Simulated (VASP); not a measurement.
## CdO (Monteponite): single point with PBEsol

CdO (Monteponite):

```xyz
2
Lattice="3.3227 0.0000 0.0000 1.6613 2.8775 0.0000 1.6613 0.9592 2.7130" Properties=species:S:1:pos:R:3 pbc="T T T"
Cd    0.0000    0.0000    0.0000
O     3.3227    1.9184    1.3565
```

```
Program                : VASP 6.6.1
Task                   : single point
Functional             : PBEsol
Potentials or basis    : VASP PAW PBE potentials, release 64 (Cd, O)
Cutoff                 : 520 eV
k mesh                 : 10 × 10 × 10
Occupations            : gaussian, width 0.05 eV
Spin                   : no spin polarisation
Further INCAR settings : ALGO = Normal; EDIFF = 1.00e-06
```

The pressure is 0.7 GPa and the band gap on the k mesh is none (metal or under the smearing width).

Levels at points of the mesh, in eV from the Fermi level:
| k point | band 7 | band 8 | band 9 | band 10 | band 11 | band 12 |
| --- | --- | --- | --- | --- | --- | --- |
| (0.00, 0.00, 0.00) | -1.41 | -1.41 | -1.41 | -0.58 | 14.72 | 16.84 |
| (0.50, 0.00, 0.00) | -3.88 | -0.05 | -0.05 | 4.24 | 7.20 | 11.75 |
| (0.50, 0.50, 0.00) | -4.47 | -2.40 | -2.40 | 3.72 | 8.39 | 11.01 |

Wall time 17 s on 1 thread of Intel(R) Xeon(R) Platinum 8488C (Sapphire Rapids), with other jobs on the host, peak memory 0.16 GiB.

Caveat: the PAW data sets were made with another functional, which shifts forces and pressure a little; this crystal is a semiconductor, whose small gap the functional closes, so the metal is an error of the method.
